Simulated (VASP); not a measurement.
# TiTe2 in VASP: a series of runs

The runs below take TiTe2 through single point, with PBE.

Program: VASP 6.6.1. These are calculated values, not measurements. Logs are shortened: lines on timing, memory, paths and dates and some standing lists are left out, and cuts for length are marked.

### Step 1. The slab as given

The cell holds a slab with vacuum, 6 atoms: a = 3.777 Å, b = 3.777 Å, c = 21.913 Å, α = 90.00°, β = 90.00°, γ = 120.00°.

### Step 2. Single point, PBE

The input, INCAR:

```
SYSTEM = TiTe2
ALGO     = Normal         ! electronic algorithm
DIPOL    = 0.5 0.5 0.500
EDIFF    = 1E-7           ! SCF threshold, eV
ENCUT    = 460            ! plane-wave cutoff, eV
GGA      = PE             ! functional
IDIPOL   = 3            
ISIF     = 2              ! what is computed and relaxed
ISMEAR   = 0              ! smearing method
LASPH    = .True.         ! aspherical terms in the spheres
LCHARG   = .False.        ! write CHGCAR
LDIPOL   = .True.       
LREAL    = .False.        ! projectors in reciprocal space
LVACPOTAV= .True.       
LVHAR    = .True.       
LWAVE    = .False.        ! write WAVECAR
NBANDS   = 38             ! bands
NELM     = 120            ! most SCF steps
PREC     = Accurate       ! precision mode
SIGMA    = 0.02           ! smearing width, eV
```

The input, KPOINTS:

```
k-points
0
Gamma
  7 7 1
  0 0 0
```

The input, POSCAR:

```
TiTe2
1.0
    3.7770008876      0.0000000000      0.0000000000
   -1.8885004438      3.2709787188      0.0000000000
    0.0000000000      0.0000000000     21.9133488000
Te Ti
4 2
Direct
    0.3333333333      0.6666666666      0.2738057088
    0.6666666667      0.3333333334      0.4296627086
    0.3333333333      0.6666666666      0.5703372914
    0.6666666667      0.3333333334      0.7261942912
    0.0000000000      0.0000000000      0.3517342087
    0.0000000000      0.0000000000      0.6482657913
```

Potentials or basis: VASP PAW PBE potentials, release 64 (Te, Ti_sv).

Command:

```console
$ cat potpaw_PBE.64/Te/POTCAR potpaw_PBE.64/Ti_sv/POTCAR > POTCAR
$ mpirun -np 1 vasp_std > vasp.out
```

OUTCAR:

```text
SYSTEM = TiTe2
   EDIFF = 1E-7
   ENCUT = 460
   GGA = PE
   ISIF = 2
   ISMEAR = 0
   LASPH = .True.
   LREAL = .False.
   NELM = 120
   PREC = Accurate

 Found      8 irreducible k-points:

 Following reciprocal coordinates:
            Coordinates               Weight
  0.000000  0.000000  0.000000      1.000000
  0.142857  0.000000  0.000000      6.000000
  0.285714  0.000000  0.000000      6.000000
  0.428571 -0.000000  0.000000      6.000000
  0.142857  0.142857  0.000000      6.000000
  0.285714  0.142857  0.000000     12.000000
   k-points           NKPTS =      8   k-points in BZ     NKDIM =      8   number of bands    NBANDS=     38
   number of dos      NEDOS =    301   number of ions     NIONS =      6
   total plane-waves  NPLWV = 125440
   dimension x,y,z NGX =    28 NGY =   28 NGZ =  160
   dimension x,y,z NGXF=    56 NGYF=   56 NGZF=  320
   ions per type =               4   2
   NGX,Y,Z   is equivalent  to a cutoff of  12.32, 12.32, 12.14 a.u.
   NGXF,Y,Z  is equivalent  to a cutoff of  24.65, 24.65, 24.28 a.u.
 SYSTEM =  TiTe2
   PREC   = accura    normal or accurate (medium, high low for compatibility)
   ISTART =      0    job   : 0-new  1-cont  2-samecut
   ICHARG =      2    charge: 1-file 2-atom 10-const
   ISPIN  =      1    spin polarized calculation?
   LNONCOLLINEAR =      F non collinear calculations
   LSORBIT =      F    spin-orbit coupling
   LASPH  =      T    aspherical Exc in radial PAW
   ENCUT  =  460.0 eV  33.81 Ry    5.81 a.u.   6.61  6.61 38.32*2*pi/ulx,y,z
   NELM   =    120;   NELMIN=  2; NELMDL= -5     # of ELM steps
   EDIFF  = 0.1E-06   stopping-criterion for ELM
   LREAL  =      F    real-space projection
   EDIFFG = 0.1E-05   stopping-criterion for IOM
   NSW    =      0    number of steps for IOM
   IBRION =     -1    ionic relax: 0-MD 1-quasi-New 2-CG
   NFREE  =      0    steps in history (QN), initial steepest desc. (CG)
   ISIF   =      2    stress and relaxation
   ISYM   =      2    0-nonsym 1-usesym 2-fastsym
   POTIM  = 0.5000    time-step for ionic-motion
   TEBEG  =    0.0;   TEEND  =   0.0 temperature during run
   PSTRESS=    0.0 pullay stress
   NELECT =      48.0000    total number of electrons
   NUPDOWN=      -1.0000    fix difference up-down
   EMIN   =  10.00;   EMAX   =-10.00  energy-range for DOS
   EFERMI =   0.00;   METHOD = LEGACY
   ISMEAR =     0;   SIGMA  =   0.02  broadening in eV -4-tet -1-fermi 0-gaus
   EFERMI_NEDOS =   21; number of points for ismear=-14 and -15
   IALGO  =     38    algorithm
   IMIX   =      4    mixing-type and parameters
     AMIX     =   0.40;   BMIX     =  1.00
     AMIX_MAG =   1.60;   BMIX_MAG =  1.00
  volume/ion in A,a.u.               =      45.12       304.49
  Fermi-wavevector in a.u.,A,eV,Ry     =   0.919695  1.737972 11.508349  0.845840
  Thomas-Fermi vector in A             =   2.044918
   LORBIT       =      0    0 simple, 1 ext, 2 COOP (PROOUT), +10 PAW based schemes
   GGA     = PE    functional components
   LHFCALC =     F    Hartree Fock is set to
   AEXX    =    0.0000 exact exchange contribution
   IVDW    =     0    specifies the selected vdW correction
   LEPSILON=     F    determine dielectric tensor
   LRPA    =     F    only Hartree local field effects (RPA)
 non-spin polarized calculation
 Gauss-broadening in eV      SIGMA  =   0.02
  energy-cutoff  :      460.00
  volume of cell :      270.73
 maximum number of plane-waves:      6109
 NGX is ok and might be reduce to    28
   NGX = 13   NGY = 13   NGZ = 77

 number of electron      47.9999987 magnetization

 dipolmoment           0.000000      0.000000     -0.000000 electrons x Angstroem

 Free energy of the ion-electron system (eV)
  ---------------------------------------------------
  ext. energy  EPLUGINS =         0.00000000
  ---------------------------------------------------
  free energy    TOTEN  =       -32.35861772 eV

  energy without entropy =      -32.35731334  energy(sigma->0) =      -32.35796553

 E-fermi :   1.9121     XC(G=0):  -6.3680

 val. band max:        1.9057629357   @ k =   0.1429   0.0000   0.0000
 cond. band min:       2.0243049017   @ k =   0.4286  -0.0000   0.0000
 fundamental gap:      0.1185419660
 Fermi energy:         1.9120632658

 k-point     1 :       0.0000    0.0000    0.0000
  band No.  band energies     occupation
      1     -55.5015      2.00000
      2     -55.5014      2.00000
      3     -31.7504      2.00000
      4     -31.7504      2.00000
      5     -31.7504      2.00000
      6     -31.7504      2.00000
[... 28 lines left out ...]
     35       6.2424      0.00000
     36       6.6654      0.00000

 k-point     2 :       0.1429    0.0000    0.0000
  band No.  band energies     occupation
      1     -55.5009      2.00000
      2     -55.5009      2.00000
      3     -31.7582      2.00000
      4     -31.7582      2.00000
      5     -31.7522      2.00000
      6     -31.7522      2.00000
[... 28 lines left out ...]
     35       6.5745      0.00000
     36       6.9657      0.00000

 k-point     3 :       0.2857    0.0000    0.0000
  band No.  band energies     occupation
      1     -55.4996      2.00000
      2     -55.4996      2.00000
      3     -31.7756      2.00000
      4     -31.7756      2.00000
      5     -31.7562      2.00000
      6     -31.7562      2.00000
[... 28 lines left out ...]
     35       7.0902      0.00000
     36       7.2205      0.00000

 k-point     4 :       0.4286   -0.0000    0.0000
  band No.  band energies     occupation
      1     -55.4986      2.00000
      2     -55.4986      2.00000
      3     -31.7896      2.00000
      4     -31.7896      2.00000
      5     -31.7594      2.00000
      6     -31.7594      2.00000
[... 28 lines left out ...]
     35       6.3972      0.00000
     36       6.7433      0.00000

 k-point     5 :       0.1429    0.1429    0.0000
  band No.  band energies     occupation
      1     -55.5000      2.00000
      2     -55.5000      2.00000
      3     -31.7696      2.00000
      4     -31.7696      2.00000
      5     -31.7562      2.00000
      6     -31.7562      2.00000
[... 28 lines left out ...]
     35       7.1159      0.00000
     36       7.3852      0.00000

 k-point     6 :       0.2857    0.1429    0.0000
  band No.  band energies     occupation
      1     -55.4988      2.00000
      2     -55.4988      2.00000
      3     -31.7831      2.00000
      4     -31.7831      2.00000
      5     -31.7621      2.00000
      6     -31.7621      2.00000
[... 28 lines left out ...]
     35       7.1819      0.00000
     36       7.4331      0.00000

 [... further k-points ...]

 [bands above 36 left out]

------------------------ aborting loop because EDIFF is reached ----------------------------------------

  FORCE on cell =-STRESS in cart. coord.  units (eV):
  Direction    XX          YY          ZZ          XY          YZ          ZX
  --------------------------------------------------------------------------------------
  -------------------------------------------------------------------------------------
  Total        0.4772511      0.4772511      1.4976294      0.0000000      0.0000000     -0.0000000
  in kB        2.8243856      2.8243856      8.8630127      0.0000000      0.0000000     -0.0000000
  external PRESSURE =       4.8372613 kB  Pullay stress =       0.0000000 kB

 VOLUME and BASIS-vectors are now :
 -----------------------------------------------------------------------------
  energy-cutoff  :      460.00
  volume of cell :      270.73
      direct lattice vectors                 reciprocal lattice vectors
     3.777000888  0.000000000  0.000000000     0.264760330  0.152859448  0.000000000
    -1.888500444  3.270978719  0.000000000     0.000000000  0.305718895  0.000000000
     0.000000000  0.000000000 21.913348800     0.000000000  0.000000000  0.045634285

 POSITION                                       TOTAL-FORCE (eV/Angst)
 -----------------------------------------------------------------------------------
     -0.00000      2.18065      6.00000        -0.000000      0.000000     -0.238117
      1.88850      1.09033      9.41535         0.000000     -0.000000     -0.009629
     -0.00000      2.18065     12.49800        -0.000000      0.000000      0.009629
      1.88850      1.09033     15.91335         0.000000     -0.000000      0.238117
      0.00000      0.00000      7.70767        -0.000000     -0.000000      0.127587
      0.00000      0.00000     14.20567         0.000000      0.000000     -0.127587
 -----------------------------------------------------------------------------------
    total drift:                                0.000000     -0.000000     -0.000000

  FREE ENERGIE OF THE ION-ELECTRON SYSTEM (eV)
  ---------------------------------------------------
  free  energy   TOTEN  =       -32.3586177249 eV

  energy  without entropy=      -32.3573133391  energy(sigma->0) =      -32.35796553

 vacuum level on the upper side and lower side of the slab         6.933         6.933
```

stdout:

```text
POSCAR found type information on POSCAR TeTi
 POSCAR found :  2 types and       6 ions
 scaLAPACK will be used
 LDA part: xc-table for (Slater+PW92), standard interpolation
 POSCAR, INCAR and KPOINTS ok, starting setup
 FFT: planning ... GRIDC
 FFT: planning ... GRID_SOFT
 FFT: planning ... GRID
 WAVECAR not read
 entering main loop
 -----------------------------------------------------------------------------
|                                                                             |
|           W    W    AA    RRRRR   N    N  II  N    N   GGGG   !!!           |
|           W    W   A  A   R    R  NN   N  II  NN   N  G    G  !!!           |
|           W    W  A    A  R    R  N N  N  II  N N  N  G       !!!           |
|           W WW W  AAAAAA  RRRRR   N  N N  II  N  N N  G  GGG   !            |
|           WW  WW  A    A  R   R   N   NN  II  N   NN  G    G                |
|           W    W  A    A  R    R  N    N  II  N    N   GGGG   !!!           |
|                                                                             |
|     Did not find any points to average over, which means that no vacuum     |
|     field-free region was found. Please increase the size of  your cell     |
|     in the dimension of the dipole correction to obtain accurate            |
|     workfunction values.                                                    |
|                                                                             |
 -----------------------------------------------------------------------------
```

Run time: 91 s. Hardware: 1 thread of AMD EPYC 9R45 (Zen 5), shared host; peak memory 0.33 GiB.

The run converged, but some of its settings lie outside the range that counts as converged, so its numbers aren't taken as properties of the slab.

What came out:

```yaml
Free_energy: -32.3586 eV
Largest_force: 0.238 eV/Å
Band_gap_on_the_k_mesh: none (metal or under the smearing width)
Work_function_of_the_upper_face: 5.02 eV
Work_function_of_the_lower_face: 5.02 eV
```

### Step 3. Single point, PBE

Changes to INCAR since step 2:

```diff
@@ -4,3 +4,3 @@
 EDIFF    = 1E-7           ! SCF threshold, eV
-ENCUT    = 460            ! plane-wave cutoff, eV
+ENCUT    = 520            ! plane-wave cutoff, eV
 GGA      = PE             ! functional
@@ -19,2 +19,2 @@
 PREC     = Accurate       ! precision mode
-SIGMA    = 0.02           ! smearing width, eV
+SIGMA    = 0.05           ! smearing width, eV
```

KPOINTS is that of step 2.

POSCAR is that of step 2.

Potentials or basis: VASP PAW PBE potentials, release 64 (Te, Ti_sv).

Command:

```console
$ cat potpaw_PBE.64/Te/POTCAR potpaw_PBE.64/Ti_sv/POTCAR > POTCAR
$ mpirun -np 1 vasp_std > vasp.out
```

It took 1.7 min on 1 thread of AMD EPYC 9R45 (Zen 5), shared host; peak memory 0.34 GiB.

These settings aren't checked as converged: the numbers below hold their error.

What came out:

- Free energy: -32.3620 eV
- Largest force: 0.230 eV/Å
- Band gap on the k mesh: none (metal or under the smearing width)
- Work function of the upper face: 5.00 eV
- Work function of the lower face: 5.00 eV
